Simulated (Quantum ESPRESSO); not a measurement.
Crystal: Te2Pt (Moncheite).

```
CELL_PARAMETERS angstrom
4.01000 0.00000 0.00000
-2.00500 3.47276 0.00000
0.00000 0.00000 5.20100
ATOMIC_POSITIONS crystal
Pt 0.00000 0.00000 0.00000
Te 0.66667 0.33333 0.75000
Te 0.33333 0.66667 0.25000
```

```yaml
Program: Quantum ESPRESSO 7.5
Task: phonons
Functional: LDA
Potentials_or_basis: JTH 2.0 LDA
Cutoff: 490 eV
Density_cutoff: 2939 eV
k_mesh: 8 × 8 × 5
Occupations: cold, width 0.272 eV
Spin: no spin polarisation
Form_of_the_LDA_correlation: PW92
Mixing_beta: 0.5
Most_SCF_iterations: 120
SCF_threshold: 6e-10 Ry
```

The cell and the atoms were relaxed first, to 23.85 Å³/atom (a = 4.027 Å, b = 4.027 Å, c = 5.094 Å, α = 90.00°, β = 90.00°, γ = 120.00°), and the response was taken there.

```yaml
crystal:
  lattice:
    - [4.02740, 0.00000, 0.00000]
    - [-2.01370, 3.48783, 0.00000]
    - [0.00000, 0.00000, 5.09378]
  atoms:
    - { symbol: Pt, position: [0.00000, 0.00000, 0.00000] }
    - { symbol: Te, position: [0.66667, 0.33333, 0.73467] }
    - { symbol: Te, position: [0.33333, 0.66667, 0.26533] }
```

Problem. Where do the zone-centre optical modes lie?

Solution. Eg at 109 cm⁻¹ (Raman); A1g at 157 cm⁻¹ (Raman); A2u at 166 cm⁻¹ (IR); Eu at 178 cm⁻¹ (IR).

Optical modes at Γ, degenerate ones joined:
```csv
cm⁻¹,components,symmetry,active in
109,2,Eg,Raman
157,1,A1g,Raman
166,1,A2u,IR
178,2,Eu,IR
```

Caveat: the mesh is thin for the phonons of a metal; the cutoff is low for these files, which shifts pressure and relaxed volume; the layers were relaxed without a dispersion term, so their spacing and the soft interlayer modes are unreliable.
